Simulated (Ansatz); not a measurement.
## HfO2: Electrostatic potentials at the O nuclei

Cell: a COD entry, its atoms then relaxed with PBE in this cell.

```cif
data_HfO2
_symmetry_space_group_name_H-M 'P2_1/c'
_symmetry_Int_Tables_number 14
_cell_length_a 5.1180
_cell_length_b 5.1857
_cell_length_c 5.2841
_cell_angle_alpha 90.000
_cell_angle_beta 99.352
_cell_angle_gamma 90.000
loop_
_atom_site_label
_atom_site_type_symbol
_atom_site_symmetry_multiplicity
_atom_site_Wyckoff_symbol
_atom_site_fract_x
_atom_site_fract_y
_atom_site_fract_z
Hf Hf 4 e 0.2767 0.0419 0.2081
O5 O 4 e 0.4466 0.7584 0.4803
O9 O 4 e 0.0726 0.3392 0.3389
```

One atom of each set is listed.

All values are calculated (Ansatz; DFT, PBE, plane waves and PAW (field gradients read without the response of the frozen cores, which leaves them typically 4 to 6 % off), with spin–orbit coupling, 420 eV cutoff, Γ-centred 5×5×5 k-points, Fermi–Dirac smearing 0.02 eV), not measured.

The potential at a nucleus is that of all electrons and the other nuclei. A higher potential binds the core electrons more strongly, so differences between sites of one element are the initial-state part of core-level shifts.

(1) Rank the O sites by the potential at the nucleus, lowest first, and give each against the lowest.
A. O9: 3 Hf at 2.04–2.15 Å
B. O5: 4 Hf at 2.14–2.24 Å

## Answers

(1) A (0.00 V), B (0.51 V).

At this cell the PBE pressure is 5 GPa, with principal stresses up to 5 GPa in size, so it isn't the equilibrium cell of PBE.
